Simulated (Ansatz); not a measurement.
NiO in Ansatz: the effect of functional

Crystal: NiO.

```
Ni O
1.0
     0.00000    2.04332    2.04332
     2.04332    0.00000    2.04332
     2.04332    2.04332    0.00000
Ni O
1 1
Direct
  0.00000 0.00000 0.00000
  0.50000 0.50000 0.50000
```

The cell isn't the ideal one: volume scaled by 0.94.

Alike in all runs:

| Item | Value |
| --- | --- |
| Program | Ansatz 0.2.0 |
| Task | single point |
| Potentials or basis | Ansatz PAW |
| k mesh | 11 × 11 × 11 |
| Occupations | fermi-dirac, width 0.05 eV |
| Spin | collinear spin, ferromagnetic start |
| Starting moments | [1.0, 0.0] μB |

Question: One run gave: gap on the mesh none; pressure -7.7 GPa; moment 0.30 μB. Which functional did it use?
A. PBE
B. r2SCAN
C. LDA

Answer: C.

```csv
functional,cutoff,gap on the mesh (eV),pressure (GPa),moment (μB)
LDA,420 eV (not typed: the program's choice for these potentials),none,-7.7,0.30
r2SCAN,500 eV (not typed: the program's choice for these potentials),0.59,18.7,2.00
PBE,420 eV (not typed: the program's choice for these potentials),none,18.6,1.51
```

Caveats: semilocal functionals often make such compounds metallic where correlation or magnetic order opens a gap, which also shifts bond lengths (some runs); the PAW data sets come from PBE, with cores solved anew for the run's functional, which leaves a small shift of forces and pressure (some runs); a cell with one magnetic atom can't hold antiferromagnetic order, which such compounds often take (some runs); the magnetic or orbital state may not be the lowest (some runs); odd divisions of the mesh miss points on the zone boundary, where band edges often lie, so the gap on the mesh can be too wide (some runs).

A k mesh can miss the band edges.

A gap of «none» marks a metal or a gap under the smearing width.
